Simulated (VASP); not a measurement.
# AgCl: molecular dynamics with a thermostat

AgCl, Fm-3m (no. 225), 8 atoms in the cell. PBE, molecular dynamics; PAW potentials Ag, Cl (PBE set).

Ensemble: NVT; Target temperature (K): 1000.

## Input

INCAR:
```
SYSTEM = AgCl
GGA = PE
PREC = Normal
ENCUT = 260
EDIFF = 1E-5
NELMIN = 4
NELM = 60
ALGO = Normal
LREAL = Auto
LASPH = .TRUE.
ISMEAR = 0
SIGMA = 0.05
ISYM = 0
LWAVE = .FALSE.
LCHARG = .FALSE.
IBRION = 0
NSW = 80
POTIM = 2.0
TEBEG = 1000
TEEND = 1000
ISIF = 2
MDALGO = 1
ANDERSEN_PROB = 0.05
RANDOM_SEED = 829477 0 0
KPAR = 2
```

KPOINTS:
```
k-points
0
Monkhorst-Pack
  2 2 2
```

POSCAR:
```
AgCl
1.0
    5.4700000000      0.0000000000      0.0000000000
    0.0000000000      5.4700000000      0.0000000000
    0.0000000000      0.0000000000      5.4700000000
Ag Cl
4 4
Direct
    0.0000000000      0.0000000000      0.0000000000
    0.0000000000      0.5000000000      0.5000000000
    0.5000000000      0.0000000000      0.5000000000
    0.5000000000      0.5000000000      0.0000000000
    0.5000000000      0.0000000000      0.0000000000
    0.5000000000      0.5000000000      0.5000000000
    0.0000000000      0.0000000000      0.5000000000
    0.0000000000      0.5000000000      0.0000000000
```

Commands:
```
cat potpaw_PBE.64/Ag/POTCAR potpaw_PBE.64/Cl/POTCAR > POTCAR
mpirun -np 2 vasp_std > vasp.out
```

## Result

- Mean temperature (K): 711
- Rise of the mean potential energy above the start (meV/atom): 56.5
- Electronic steps per ionic step after the first: 4.4

Course of the run:

| Time (fs) | Temperature (K) | Potential energy less the first (meV/atom) |
|---|---|---|
| 2 | 1000 | 0.0 |
| 14 | 568 | 10.1 |
| 26 | 682 | 26.6 |
| 38 | 567 | 45.0 |
| 50 | 437 | 54.1 |
| 62 | 562 | 50.4 |
| 74 | 773 | 48.8 |
| 88 | 813 | 55.4 |
| 100 | 481 | 72.5 |
| 112 | 581 | 91.8 |
| 124 | 583 | 97.5 |
| 136 | 585 | 93.9 |
| 148 | 1376 | 72.3 |
| 160 | 1196 | 47.9 |

REPORT:
```
MDALGO =   1
         ANDERSEN_PROB =  0.05000000
               SCALING =       0
                 CNEXP =     9.000   14.000
           RANDOM_SEED =            829477                0                0

   original number of atomic DOF:         21
   number of independent constraints:      0
   number of active DOF:                  21

========================================
         MD step No.       1
========================================

  Atomic velocities initialized by STEP_tb

  >Energies
                    E_tot             E_pot             E_kin               EPS                ES
   e_b>   -0.20454952E+02   -0.21359777E+02    0.90482533E+00    0.00000000E+00    0.00000000E+00

  >Temperature
               T_sim     T_inst
   tmprt>   1000.000   1000.000

  >Thermostat, num. of collisions:                0

           RANDOM_SEED =            829477              102                0

[... steps left out ...]

========================================
         MD step No.      80
========================================

  >Energies
                    E_tot             E_pot             E_kin               EPS                ES
   e_b>   -0.19894337E+02   -0.20976443E+02    0.10821057E+01    0.00000000E+00    0.00000000E+00

  >Temperature
               T_sim     T_inst
   tmprt>   1000.000   1195.927

  >Thermostat, num. of collisions:                0

           RANDOM_SEED =            829477             5000                0
```

OSZICAR:
```
N       E                     dE             d eps       ncg     rms          rms(c)
DAV:   1     0.329717767228E+03    0.32972E+03   -0.24259E+04   376   0.892E+02
DAV:   2    -0.333150493030E+01   -0.33305E+03   -0.32533E+03   388   0.242E+02
DAV:   3    -0.218298961590E+02   -0.18498E+02   -0.18393E+02   408   0.579E+01
DAV:   4    -0.220571138895E+02   -0.22722E+00   -0.22685E+00   368   0.736E+00
DAV:   5    -0.220610317201E+02   -0.39178E-02   -0.39175E-02   380   0.948E-01    0.140E+01
DAV:   6    -0.213818165057E+02    0.67922E+00   -0.17954E+00   423   0.928E+00    0.911E+00
DAV:   7    -0.213685897341E+02    0.13227E-01   -0.63671E-01   388   0.346E+00    0.340E+00
DAV:   8    -0.213593305179E+02    0.92592E-02   -0.40333E-02   350   0.115E+00    0.492E-01
DAV:   9    -0.213595374027E+02   -0.20688E-03   -0.63704E-03   388   0.527E-01    0.761E-02
DAV:  10    -0.213596893160E+02   -0.15191E-03   -0.18092E-04   359   0.706E-02    0.467E-02
DAV:  11    -0.213597780234E+02   -0.88707E-04   -0.10434E-04   344   0.639E-02    0.168E-02
DAV:  12    -0.213597769706E+02    0.10528E-05   -0.13226E-05   184   0.365E-02
[... left out ...]
[... last step whole ...]
       N       E                     dE             d eps       ncg     rms          rms(c)
DAV:   1    -0.209704218704E+02   -0.25447E-02   -0.16997E+00   344   0.567E+00    0.693E-01
DAV:   2    -0.209766701421E+02   -0.62483E-02   -0.68116E-02   362   0.107E+00    0.285E-01
DAV:   3    -0.209765360892E+02    0.13405E-03   -0.65649E-04   384   0.135E-01    0.199E-01
DAV:   4    -0.209764289672E+02    0.10712E-03   -0.63338E-04   365   0.101E-01    0.786E-02
DAV:   5    -0.209764368624E+02   -0.78952E-05   -0.10648E-04   327   0.406E-02    0.419E-02
DAV:   6    -0.209764429502E+02   -0.60878E-05   -0.96621E-06   196   0.151E-02
     80 T=  1196. E= -.19894337E+02 F= -.20976443E+02 E0= -.20976443E+02  EK= 0.10821E+01 SP= 0.00E+00 SK= 0.00E+00
```

Limits: 160 fs of 8 atoms are too short for converged averages; the cell is only 5.5 Å across, so each atom moves in step with near copies of itself.

VASP 6.6.1 took 128 s on 2 cores (Intel Xeon 6975P-C (Granite Rapids)), a shared host.
